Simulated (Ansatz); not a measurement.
## C under changes of volume

One of the cells (5.672 Å³/atom); the others are scaled copies at fixed shape and fractional positions:

```
C
1.0
     0.00000    1.78337    1.78337
     1.78337    0.00000    1.78337
     1.78337    1.78337    0.00000
C
2
Direct
  0.75000 0.75000 0.75000
  0.50000 0.50000 0.50000
```

This isn't the form of C at room conditions, which is graphite.

- Program: Ansatz 0.2.0
- Functional: m-r2SCAN
- Potentials or basis: Ansatz PAW
- Cutoff: 500 eV (not typed: the program's choice for these potentials)
- k mesh: 13 × 13 × 13
- Occupations: fermi-dirac, width 0.05 eV
- Spin: no spin polarisation

| volume (Å³/atom) | energy over the lowest point (meV/atom) | pressure (GPa) | gap on the mesh (eV) |
| --- | --- | --- | --- |
| 5.332 | 25.85 | 28.2 | 4.51 |
| 5.445 | 9.91 | 17.0 | 4.46 |
| 5.558 | 1.51 | 6.8 | 4.41 |
| 5.672 | 0.00 | -2.4 | 4.36 |
| 5.785 | ? | ? | ? |
| 5.899 | 15.19 | -18.5 | 4.27 |
| 6.012 | 30.83 | -25.5 | 4.23 |

Problem. What does the run at 5.785 Å³/atom give?

Solution. Energy over the lowest point 4.75 meV/atom; pressure -10.9 GPa; gap on the mesh 4.32 eV.

Worked out: A Birch-Murnaghan fit of order 3 (a polynomial in V^(-2/3)) to the other rows has its minimum at 5.64 Å³/atom with B0 = V·E''(V) = 452 GPa and B' = 3.7. It gives 4.70 meV/atom at 5.785 Å³/atom, against the run's 4.75, and -dE/dV = -10.8 GPa, against -10.9. A straight line through the other rows of the gap, of slope -2.34 eV per unit of ln V, gives 4.32 eV, against the run's 4.32.

Energies are extrapolated to zero smearing.

Caveats: odd divisions of the mesh miss points on the zone boundary, where band edges often lie, so the gap on the mesh can be too wide; the PAW data sets come from PBE, with cores solved anew for the run's functional, which leaves a small shift of forces and pressure.

A mesh can miss the band edges.
